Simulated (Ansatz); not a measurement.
## Deforming TiAl

```yaml
crystal:
  lattice:
    - [2.83730, 0.00000, 0.00000]
    - [0.00000, 2.83730, 0.00000]
    - [0.00000, 0.00000, 4.05910]
  atoms:
    - { symbol: Ti, position: [0.00000, 0.00000, 0.00000] }
    - { symbol: Al, position: [0.50000, 0.50000, 0.50000] }
```

Atom numbers follow the list: Ti1, Al2.

The geometry is COD entry 1532769, unchecked; take it as a test cell.

Spin polarisation is left out, and whether a magnetic state lies lower isn't shown here.

Computed with DFT, PBEsol, all-electron LAPW, scalar-relativistic in Ansatz 0.2.0.

Settings: a Γ-centred 12×12×8 k mesh, Fermi–Dirac smearing of 0.05 eV, basis error target 1 meV/atom, no spin polarisation.

The unchanged cell is at -3.98 GPa.

In a metal, stresses and small energies carry noise from the k mesh.

x, y and z are the Cartesian axes of the cell as listed; fractional coordinates follow a strain, and an engineering shear is twice the off-diagonal strain component.

(1) One change gave: energy change +5 meV/atom; stress change (xx, yy, zz, yz, xz, xy) 0.07, 0.07, 0.21, -2.09, -2.09, -0.79 GPa, compression positive. Which change was it?
A. equal xy, yz and zx engineering shear strains of -2 %
B. equal xy, yz and zx engineering shear strains of -1 %
C. equal xy, yz and zx engineering shear strains of +1 %
D. equal xy, yz and zx engineering shear strains of +2 %

Answers

(1) D. For equal xy, yz and zx engineering shear strains of -2 %: energy change +5 meV/atom; stress change (xx, yy, zz, yz, xz, xy) 0.07, 0.07, 0.23, 2.29, 2.29, 0.97 GPa, compression positive. For equal xy, yz and zx engineering shear strains of -1 %: energy change +1 meV/atom; stress change (xx, yy, zz, yz, xz, xy) 0.02, 0.02, 0.06, 1.12, 1.12, 0.47 GPa, compression positive. For equal xy, yz and zx engineering shear strains of +1 %: energy change +1 meV/atom; stress change (xx, yy, zz, yz, xz, xy) 0.02, 0.02, 0.05, -1.07, -1.07, -0.43 GPa, compression positive.
